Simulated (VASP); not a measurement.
InAs:

```xyz
2
Lattice="0.0000 3.0180 3.0180 3.0180 0.0000 3.0180 3.0180 3.0180 0.0000" Properties=species:S:1:pos:R:3 pbc="T T T"
In    0.0000    0.0000    0.0000
As    4.5270    4.5270    4.5270
```

| Item | Value |
| --- | --- |
| Program | VASP 6.6.1 |
| Task | relaxation of cell and atoms |
| Functional | PBE |
| Potentials or basis | VASP PAW PBE potentials, release 64 (In, As) |
| Cutoff | 580 eV |
| k mesh | 8 × 8 × 8 |
| Occupations | fermi-dirac, width 0.05 eV |
| Spin | no spin polarisation |

At the start: pressure 5.2 GPa; volume 27.49 Å³/atom.

Where does the relaxation end?

Over 3 steps the energy falls by 37.0 meV/atom and the volume is 29.95 Å³/atom (+8.9 %); space group F-43m (No. 216, to 0.05 Å).

The path:
```csv
step,energy change (eV),largest force (eV/Å),pressure (GPa),volume (Å³)
1,0.0000,0.0000,5.24,54.98
2,-0.0588,0.0000,-1.85,62.44
3,-0.0741,0.0000,0.01,59.90
```

Final structure:
```xyz
2
Lattice="0.0000 3.1054 3.1054 3.1054 0.0000 3.1054 3.1054 3.1054 0.0000" Properties=species:S:1:pos:R:3 pbc="T T T"
In    0.0000    0.0000    0.0000
As    4.6581    4.6581    4.6581
```
